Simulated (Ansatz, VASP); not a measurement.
# One calculation of W, two programs

```
W
1.0
    -1.59218    1.59218    1.59218
     1.59218   -1.59218    1.59218
     1.59218    1.59218   -1.59218
W
1
Direct
  0.00000 0.00000 0.00000
```

Alike in both runs: task relaxation of cell and atoms; functional PBE; k mesh 19 × 19 × 19; occupations fermi-dirac, width 0.08 eV; no spin polarisation.

```csv
,VASP,Ansatz
version,VASP 6.6.1,Ansatz 0.2.0
potentials or method,"VASP PAW PBE potentials, release 64 (W_sv)","PAW with Ansatz's default frozen-core files, scalar-relativistic"
plane-wave cutoff (eV),600,420
valence electrons in the cell,14,14
```

Ansatz gave:

```
relaxed volume (Å³/atom)                                     : 16.13
relaxed cell length with the largest relative difference (Å) : 2.757
```

Q: Which values does VASP return?

A: Relaxed volume (Å³/atom): 16.16; relaxed cell length with the largest relative difference (Å): 2.759.

The runs have no spin-orbit coupling, so splittings on W are missing.
